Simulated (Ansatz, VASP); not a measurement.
**Two plane-wave programs on Fe**

The input INCAR:

```
SYSTEM = Fe
PREC = Accurate
ENCUT = 520
EDIFF = 1E-7
ISMEAR = 0
SIGMA = 0.1
LREAL = .FALSE.
LASPH = .TRUE.
NELM = 150
ALGO = Normal
ISIF = 2
LWAVE = .FALSE.
LCHARG = .FALSE.
ISPIN = 2
MAGMOM = 2.44
LORBIT = 11
LMAXMIX = 4
GGA = PE
NBANDS = 14
```

File KPOINTS:

```
regular mesh
0
G
  20 20 20
  0 0 0
```

Contents of POSCAR:

```
Fe
1.0
   -1.3719741113      1.3719741113      1.3719741113
    1.3719741113     -1.3719741113      1.3719741113
    1.3719741113      1.3719741113     -1.3719741113
Fe
1
Direct
    0.0000000000      0.0000000000      0.0000000000
```

Input for Ansatz:

```yaml
crystal:
  lattice:
    - [-1.3719741113, 1.3719741113, 1.3719741113]
    - [1.3719741113, -1.3719741113, 1.3719741113]
    - [1.3719741113, 1.3719741113, -1.3719741113]
  atoms:
    - { symbol: Fe, position: [0.0, 0.0, 0.0], spin: 2.44 }
basis:
  ecutwfc: 420
kpoints:
  mp_grid: { grid: [20, 20, 20] }
hamiltonian:
  xc: pbe
scf:
  occupations: { method: gaussian, width: 0.1 }
output:
  forces: true
  stress: true
  eigenvalues: true
  populations: true
  write_density: true
  write_potential: true
  elf: true
  volumetric_format: npy
magnetization:
  spin_polarized: true
```

Alike in both runs: task single point; functional PBE; k mesh 20 × 20 × 20; occupations gaussian, width 0.1 eV; collinear spin.

```csv
,VASP,Ansatz
version,VASP 6.6.1,Ansatz 0.2.0
potentials or method,"VASP PAW PBE potentials, release 64 (Fe)","scalar-relativistic, plane waves, PAW"
plane-wave cutoff (eV),520,420
valence electrons in the cell,8,16
```

```csv
,VASP,Ansatz,Ansatz less VASP
gap on the k mesh at the Fermi level (eV),none,none,-
pressure (GPa),22.7,23.3,+0.63
net moment per atom (μB),2.04,2.04,-0.007
size of the moment on the site where the two differ most (μB),2.02,2.06,+0.040
```

Site moments also hang on the region over which each program counts them. A gap of «none» marks a metal or a gap that the smearing closes. The two sets of potentials don't hold the same shells in valence.

Caveats: so large a pressure means that the cell lies far from this level's equilibrium, or that cutoff or potentials fall short (VASP).
